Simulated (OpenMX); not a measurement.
# ZnS (Wurtzite-2H) under changes of volume

One of the cells (19.603 Å³/atom); the others are scaled copies at fixed shape and fractional positions:

```
Zn S
1.0
     3.81100    0.00000    0.00000
    -1.90550    3.30042    0.00000
     0.00000    0.00000    6.23400
Zn S
2 2
Direct
  0.66667 0.33333 0.50000
  0.33333 0.66667 0.00000
  0.66667 0.33333 0.88500
  0.33333 0.66667 0.38500
```

* Program: OpenMX 3.8.5
* Functional: LDA
* Potentials or basis: OpenMX 2013 LDA set, Zn6.0H-s3p2d2, S7.0-s2p2d1f1, fixed grid of 45 × 45 × 84 points
* k mesh: 9 × 9 × 5
* Occupations: fermi-dirac, width 0.05 eV
* Spin: no spin polarisation

| volume (Å³/atom) | energy over the lowest point (meV/atom) | gap on the mesh (eV) | largest force (eV/Å) |
| --- | --- | --- | --- |
| 18.427 | 7.80 | 2.57 | 0.408 |
| 18.819 | 1.65 | 2.45 | 0.381 |
| 19.211 | 0.00 | 2.33 | 0.354 |
| 19.603 | 2.40 | 2.21 | 0.328 |
| 19.995 | 8.25 | 2.10 | 0.306 |
| 20.387 | ? | ? | ? |
| 20.779 | 29.29 | 1.89 | 0.265 |

Question: What does the run at 20.387 Å³/atom give?

Answer: Energy over the lowest point 17.30 meV/atom; gap on the mesh 1.99 eV; largest force 0.286 eV/Å.

Worked out: A Birch-Murnaghan fit of order 3 (a polynomial in V^(-2/3)) to the other rows has its minimum at 19.17 Å³/atom with B0 = V·E''(V) = 81 GPa and B' = 4.6 at fixed shape and positions, which overstates the stiffness. It gives 17.37 meV/atom at 20.387 Å³/atom, against the run's 17.30. A straight line through the other rows of the gap, of slope -5.68 eV per unit of ln V (its deformation potential), gives 1.99 eV, against the run's 1.99.

Energies are extrapolated to zero smearing.

Caveats: the basis of atomic orbitals isn't converged, which shifts pressures, moduli and gaps.
